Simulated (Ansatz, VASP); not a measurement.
# CdTe: VASP beside Ansatz

Aim: how closely do two programs agree when they are given the same cell, functional and k mesh?

Method: plane waves, with VASP 6.6.1 beside it; single point at LDA, in Ansatz 0.2.0.

The database entry behind the starting cell differs from later determinations by our own check (an axis about 1.1 % short against later determinations), so it need not match the best structure at ambient conditions.

## (1) Set-up

The structure is cubic, space group F-43m (No. 216). The conventional cell has a = 6.410 Å, b = 6.410 Å, c = 6.410 Å, α = 90.00°, β = 90.00°, γ = 90.00°. Nearest to Te lie 4 Cd at 2.78 Å. Nearest to Cd lie 4 Te at 2.78 Å. Farther neighbours and most contacts between anions are not listed.

Structure file:

```
Te Cd
1.0
     0.00000    3.20500    3.20500
     3.20500    0.00000    3.20500
     3.20500    3.20500    0.00000
Te Cd
1 1
Direct
  0.75000 0.75000 0.75000
  0.00000 0.00000 0.00000
```

## (2) VASP: single point, LDA

With cell and atoms fixed, the geometry can't cause a difference; cores, projectors, grids and the points listed under the comparison can.

Lines of VASP's logs that name or quote its potential files are left out, and so is its time.

The input, INCAR:

```
SYSTEM = CdTe
PREC = Accurate
ENCUT = 380
EDIFF = 1E-08
NELM = 100
ISMEAR = 0
SIGMA = 0.01
LREAL = .FALSE.
ALGO = Normal
GGA = CA
NBANDS = 19
LORBIT = 11
LWAVE = .TRUE.
LCHARG = .FALSE.
KPAR = 4
```

The input, POSCAR:

```
CdTe
1.0
    0.0000000000      3.2050000000      3.2050000000
    3.2050000000      0.0000000000      3.2050000000
    3.2050000000      3.2050000000      0.0000000000
Te Cd
1 1
Direct
    0.7500000000      0.7500000000      0.7500000000
    0.0000000000      0.0000000000      0.0000000000
```

The input, KPOINTS:

```
Automatic mesh
0
Gamma
6 6 6
0 0 0
```

PAW data sets: Te_GW and Cd_sv_GW (LDA family, release 64).

The run is started by

```sh
> mpirun -np 4 vasp_std
```

Numbers of over 12 decimals in the logs are rounded to 6 here.

Log:

```text
[banner, memory and clock lines left out]
running    4 mpi-ranks, on    1 nodes
 distrk:  each k-point on    1 cores,    4 groups
 distr:  one band on    1 cores,    1 groups

 POSCAR found type information on POSCAR TeCd
 POSCAR found :  2 types and       2 ions
 LDA part: xc-table for (Slater(with rela. corr.)+CA(PZ))
 , standard interpolation
 POSCAR, INCAR and KPOINTS ok, starting setup
 FFT: planning ... GRIDC
 FFT: planning ... GRID_SOFT
 FFT: planning ... GRID
 WAVECAR not read
 entering main loop
       N       E                     dE             d eps       ncg     rms          rms(c)
DAV:   1     0.279886018052E+03    0.27989E+03   -0.12697E+04   736   0.122E+03
DAV:   2     0.177685704477E+02   -0.26212E+03   -0.24509E+03   637   0.520E+02
DAV:   3    -0.553422758119E+01   -0.23303E+02   -0.23124E+02   864   0.149E+02
DAV:   4    -0.626705305603E+01   -0.73283E+00   -0.73216E+00   813   0.302E+01
DAV:   5    -0.630259516123E+01   -0.35542E-01   -0.35540E-01   930   0.642E+00    0.250E+01
DAV:   6    -0.607314235813E+01    0.22945E+00   -0.53476E-01   952   0.127E+01    0.170E+01
DAV:   7    -0.605535630260E+01    0.17786E-01   -0.27630E-01   965   0.505E+00    0.128E+00
DAV:   8    -0.604686039639E+01    0.84959E-02   -0.30125E-02   957   0.131E+00    0.366E-01
DAV:   9    -0.604592530765E+01    0.93509E-03   -0.58763E-03   861   0.729E-01    0.520E-02
DAV:  10    -0.604594533909E+01   -0.20031E-04   -0.32762E-04   845   0.158E-01    0.239E-02
DAV:  11    -0.604594593709E+01   -0.59800E-06   -0.20723E-05  1024   0.408E-02    0.485E-03
DAV:  12    -0.604594628063E+01   -0.34354E-06   -0.13215E-06   877   0.131E-02    0.846E-03
DAV:  13    -0.604594622796E+01    0.52673E-07   -0.29123E-07   992   0.904E-03    0.416E-04
DAV:  14    -0.604594622911E+01   -0.11478E-08   -0.16019E-08   631   0.896E-04
   1 F= -.60459462E+01 E0= -.60459462E+01  d E =-.299664-130
 writing wavefunctions
```

OUTCAR, selected parts (step 2):

```text
ion  position               nearest neighbor table
   1  0.750  0.750  0.750-   2 2.78   2 2.78   2 2.78   2 2.78
   2  0.000  0.000  0.000-   1 2.78   1 2.78   1 2.78   1 2.78

  LATTYP: Found a face centered cubic cell.
 ALAT       =     6.4100000000

 Subroutine GETGRP returns: Found 24 space group operations
 (whereof 24 operations were pure point group operations)

The static configuration has the point symmetry T_d .

 Found     16 irreducible k-points:

   k-points           NKPTS =     16   k-points in BZ     NKDIM =     16   number of bands    NBANDS=     19

   dimension x,y,z NGX =    30 NGY =   30 NGZ =   30
   dimension x,y,z NGXF=    60 NGYF=   60 NGZF=   60

   ENCUT  =  380.0 eV  27.93 Ry    5.28 a.u.   7.20  7.20  7.20*2*pi/ulx,y,z

   NELECT =      26.0000    total number of electrons

 k-points in reciprocal lattice and weights: Automatic mesh
   0.00000000  0.00000000  0.00000000       0.005
   0.16666667  0.00000000  0.00000000       0.037
   0.33333333  0.00000000  0.00000000       0.037
   0.50000000  0.00000000  0.00000000       0.019
   0.16666667  0.16666667  0.00000000       0.028
   0.33333333  0.16666667  0.00000000       0.111
   0.50000000  0.16666667  0.00000000       0.111
  -0.33333333  0.16666667  0.00000000       0.111
  -0.16666667  0.16666667  0.00000000       0.056
[...]
-0.33333333  0.33333333  0.16666667       0.111
  -0.33333333  0.50000000  0.16666667       0.056

 average (electrostatic) potential at core
       1 -90.9436       2 -90.6229

 E-fermi :   3.7689

 k-point     1 :       0.0000    0.0000    0.0000
  band No.  band energies     occupation
    ...
      9      -4.5259      2.00000
     10      -4.5259      2.00000
     11       3.5983      2.00000
     12       3.5983      2.00000
     13       3.5983      2.00000
     14       4.2397      0.00000
     15       8.1058      0.00000
     16       8.1058      0.00000
     17       8.1058      0.00000
     18      10.8478      0.00000
    ...

 k-point     2 :       0.1667    0.0000    0.0000
  band No.  band energies     occupation
    ...
      9      -4.5280      2.00000
     10      -4.5280      2.00000
     11       1.7504      2.00000
     12       3.3499      2.00000
     13       3.3499      2.00000
     14       5.3685      0.00000
     15       8.2124      0.00000
     16       8.4592      0.00000
     17       8.4592      0.00000
     18      11.8513      0.00000
    ...

 k-point     3 :       0.3333    0.0000    0.0000
  band No.  band energies     occupation
    ...
      9      -4.5238      2.00000
     10      -4.4344      2.00000
     11      -0.1876      2.00000
     12       2.9399      2.00000
     13       2.9399      2.00000
     14       5.3999      0.00000
     15       8.7504      0.00000
     16       8.7504      0.00000
     17       9.7620      0.00000
     18      11.4511      0.00000
    ...

  Total       -0.1862862     -0.1862862     -0.1862862     -0.0000000     -0.0000000      0.0000000
  in kB       -4.5329119     -4.5329119     -4.5329119     -0.0000000     -0.0000000      0.0000000
  external PRESSURE =      -4.5329119 kB  Pullay stress =       0.0000000 kB

  energy-cutoff  :      380.00
  volume of cell :       65.84
      direct lattice vectors                 reciprocal lattice vectors
     0.000000000  3.205000000  3.205000000    -0.156006240  0.156006240  0.156006240
     3.205000000  0.000000000  3.205000000     0.156006240 -0.156006240  0.156006240
     3.205000000  3.205000000  0.000000000     0.156006240  0.156006240 -0.156006240

 POSITION                                       TOTAL-FORCE (eV/Angst)
 -----------------------------------------------------------------------------------
      4.80750      4.80750      4.80750         0.000000      0.000000      0.000000
      0.00000      0.00000      0.00000        -0.000000     -0.000000     -0.000000
 -----------------------------------------------------------------------------------
    total drift:                               -0.000001     -0.000001     -0.000001

  FREE ENERGIE OF THE ION-ELECTRON SYSTEM (eV)
  ---------------------------------------------------
  free  energy   TOTEN  =        -6.0459462291 eV

  energy  without entropy=       -6.0459462291  energy(sigma->0) =       -6.04594623

 total charge
# of ion       s       p       d       f       tot
--------------------------------------------------
    1        1.571   2.641   0.052   0.000   4.263
    2        2.320   6.254   9.163   0.004  17.740
--------------------------------------------------
tot          3.890   8.895   9.215   0.004  22.004

[... 3 further parts left out ...]
```

The run ends at a pressure of -0.45 GPa.

## (3) Ansatz: single point, LDA

Ansatz runs on its default PAW (the set named soft_2) files.

The same cell, functional (in two slightly different forms), mesh and smearing now go to Ansatz, which takes its cutoff from its data sets.

The input, input.yaml:

```yaml
crystal:
  lattice:
    - [0.0, 3.205, 3.205]
    - [3.205, 0.0, 3.205]
    - [3.205, 3.205, 0.0]
  atoms:
    - { symbol: Te, position: [0.75, 0.75, 0.75] }
    - { symbol: Cd, position: [0.0, 0.0, 0.0] }
hamiltonian:
  xc: lda
  pseudopotentials: { kind: paw }
kpoints:
  mp_grid: { grid: [6, 6, 6] }
scf:
  occupations: { method: gaussian, width: 0.01 }
  n_extra_bands: 4
output:
  forces: true
  stress: true
  eigenvalues: true
```

The run is started by

```sh
> ansatz run input.yaml --threads 2 --pin off --max-ram 4608MiB --backend cpu --events-out ev --progress --plain --runs-dir out
```

Log:

```text
scf.n_extra_bands = 4 over 18 filled bands (N_el = 36.0): the run solves 22 bands
Engine: ansatz 0.2.0, aarch64-unknown-linux-gnu
Pseudopotentials: kind: paw
Pseudopotential: Te, paw, valence charge 16, recommended cutoff 420 eV (normal), Te.paw.azcp
Pseudopotential: Cd, paw, valence charge 20, recommended cutoff 420 eV (normal), Cd.paw.azcp
Functional definition: SPW92
  exchange = slater_x
  correlation = pw_c
Crystal: 2 atoms, lattice volume = 65.844 Å³
Basis set: ecut = 420 eV, 1243 PW (Γ)
Bands: 22, of which v1, the nominal top of the filled ones, is band 18 counted from 1 (17 counted from 0)
Symmetry: 24 space group operations
Space group: F-43m (ITA 216), of the structure as read, at distance tolerance 4.0e-5 Å
k-points: 16 of 216 (time reversal used)
Non-local potential: Te, projectors of the file, l = 0: 2, l = 1: 2, l = 2: 2, l = 3: 2
Non-local potential: Cd, projectors of the file, l = 0: 3, l = 1: 2, l = 2: 2, l = 3: 1
PAW form: soft (Blöchl's): semilocal exchange-correlation on the pseudo side does not see the compensation charge
PAW frozen core: Te, regenerated for the run's functional, and the local potential with it (the file was generated under x = pbe(κ = 0.804, μ = 0.219515), c = pbe(β = 0.066725))
PAW frozen core: Cd, regenerated for the run's functional, and the local potential with it (the file was generated under x = pbe(κ = 0.804, μ = 0.219515), c = pbe(β = 0.066725))
PAW one-centre angular grid: Te, 590 points (default); XC on 64 Gauss nodes
PAW one-centre angular grid: Cd, 590 points (default); XC on 64 Gauss nodes
Initial density: superposition of atomic densities (neutral atoms: chi_scale 0, normalization atom), corrected by the library's trained network
Initial wavefunctions: pseudopotential atomic-orbital guess
Functional: x = slater, c = lda
SCF iter   1: F=—  HF=-14945.811249 eV  |F-HF|=—  |Δ(HF+E_count)|=         —  Δρ=6.50e-3  dr2=2.03e-2  ethr=1.77e-3  ⟨swp⟩=6.4  Hψ=1684  notcnv=0
preconditioner: auto → none  [insulator: Δε(μ)=0.571 eV  Ē_g=11.383 eV  σ=0.010 eV  W_gap=1.00  n_scr=14 (ndim 8)  ℏωp=19.4 eV  f_vac=0.179  D(μ)=0.00/eV (n_scr^D=0)  ε∞_Penn≈3.9]
SCF iter   2: F=—  HF=-14945.804293 eV  |F-HF|=—  |Δ(HF+E_count)|=   6.96e-3  Δρ=2.11e-3  dr2=1.28e-3  ethr=5.65e-5  ⟨swp⟩=3.6  Hψ=855  notcnv=0
SCF iter   3: F=—  HF=-14945.804186 eV  |F-HF|=—  |Δ(HF+E_count)|=   1.07e-4  Δρ=1.02e-3  dr2=3.05e-4  ethr=3.56e-6  ⟨swp⟩=2.0  Hψ=544  notcnv=0
SCF iter   4: F=—  HF=-14945.804189 eV  |F-HF|=—  |Δ(HF+E_count)|=   3.34e-6  Δρ=3.03e-4  dr2=5.79e-5  ethr=8.48e-7  ⟨swp⟩=2.0  Hψ=518  notcnv=0
SCF iter   5: F=—  HF=-14945.804168 eV  |F-HF|=—  |Δ(HF+E_count)|=   2.16e-5  Δρ=2.03e-5  dr2=2.50e-7  ethr=1.61e-7  ⟨swp⟩=2.0  Hψ=489  notcnv=0
SCF iter   6: F=-14945.804168 eV  HF=-14945.804168 eV  |F-HF|=1.84e-8  |Δ(HF+E_count)|=   9.37e-8  Δρ=6.83e-6  dr2=2.09e-8  ethr=2.78e-10  ⟨swp⟩=6.5  Hψ=1573  notcnv=0
SCF 1 converged in 6 iterations: F = -14945.804168 eV  dr2 = 2.09e-8
  greatest PAW one-centre occupation: 1.000 electrons in one spin orbital (limit 2), on the Cd atom at site 1 (counted from 0), in its partial waves of l = 0
SCF converged after 6 iterations
Free energy (F): -14945.804168 eV
Harris-Foulkes:  -14945.804168 eV  (|F-HF|=1.84e-8)
Internal energy: -14945.804168 eV  (E = F + TS)
E sigma→0 (E₀):  -14945.804168 eV
Fermi energy:    7.925467 eV
--- Per-component energies (eV) ---
  E_band       = -786.057319
  E_kinetic    = 687.586678
  E_local      = -5359.069993  (includes V_loc(G=0)·N_el)
  E_nonlocal   = -263.899247
  E_hartree    = 2700.115771
  E_xc         = -299.544914
  E_vxc        = -326.523591  (∫ρ·V_xc dr)
  E_paw        = -8457.692166  (= ΣΔE_a)
  E_vpaw       = -924.389778  (= ΣTr[D̂ρ^β])
  E_aug_tail   = -0.000224  (compensation charges beyond the density's cutoff)
  E_ewald      = -3954.745301
  E_core_change = 1.445230  (= ΣΔE_core)
  E_smearing   = -0.000000  (= −TS)
  E_closure    = 0.000000  (closes the sum)
  Σ components = -14945.804168   (vs F -14945.804168, Δ=0.00e0)
--- Forces (eV/Å), atoms counted from 1 ---
  atom   1  Te     0.00000000    -0.00000000     0.00000000
  atom   2  Cd    -0.00000000     0.00000000     0.00000000
  max |Σ_I F_I| component: 1.27e-16 eV/Å
--- Stress (GPa, compression-positive) ---
       -0.008714      -0.000000       0.000000
        0.000000      -0.008714       0.000000
        0.000000       0.000000      -0.008714
  P = ⅓ Tr σ = -0.0087 GPa (-0.087 kbar)
--- Band table (eV; the first three rows and the last of 16) ---
  k-point 0: bands = [... 14 lower, -0.4797, 7.6210, 7.6210, 7.6210, 8.2297, 12.1324, 12.1324, 12.1324]
  k-point 1: bands = [... 14 lower, -0.4812, 5.7673, 7.3737, 7.3737, 9.3721, 12.2379, 12.4875, 12.4875]
  k-point 2: bands = [... 14 lower, -0.3922, 3.8366, 6.9642, 6.9642, 9.4105, 12.7809, 12.7809, 13.7839]
  k-point 15: bands = [... 14 lower, 0.0998, 3.1671, 5.2531, 5.3324, 11.2479, 11.2847, 14.2504, 14.5387]
```

Run time: 1 s. Hardware: 2 threads of Arm Neoverse V2, shared host; peak memory 0.32 GiB.

In the SCF lines HF is the Harris–Foulkes energy and dr2 the Hartree energy of the density residual, in eV; the loop may stop once dr2 is under the threshold and the program's other checks hold. Hψ counts applications of the Hamiltonian.

The run ends at a pressure of -0.01 GPa.

## (4) Comparison

Known differences besides the potentials themselves: the two LDA forms differ slightly; the data sets hold 36 valence electrons in Ansatz (default PAW (the set named soft_2) files) and 26 in VASP; the cutoff is 420 eV in Ansatz and 380 eV in VASP; VASP's log shows a relativistic correction to its local exchange, Ansatz's none. Total energies have different zeros and are not compared.

Both answers:

```csv
quantity,Ansatz,VASP,difference
gap on the k mesh (eV),0.609,0.641,-0.033
```

Not compared: the pressure (VASP's GW data sets at this cutoff don't carry it). A gap on the mesh is an upper bound, since the band edges may lie between its points.

## (5) Summary of results

```json
{
  "difference in gap on the k mesh (single point, LDA)": "-0.033 eV"
}
```

What this shows: The difference in gap on the k mesh is -0.033 eV (single point, LDA), within the 0.08 eV picked in this series as the mark of a large difference. How closely two codes agree says nothing of how well the functional describes the real material.

[Lines on the potential files, build, host, timing and source positions are cut from VASP's logs without a mark.]

[Logs are printed without paths, hosts, clocks, repeated set-up lines and the standing remarks that a program may print on its own settings, such as how far it seeks lower states.]

[Hosts, paths, dates, database ids (printed as entryN), source tags and the programs' standing remarks are cut or masked in the printed files.]
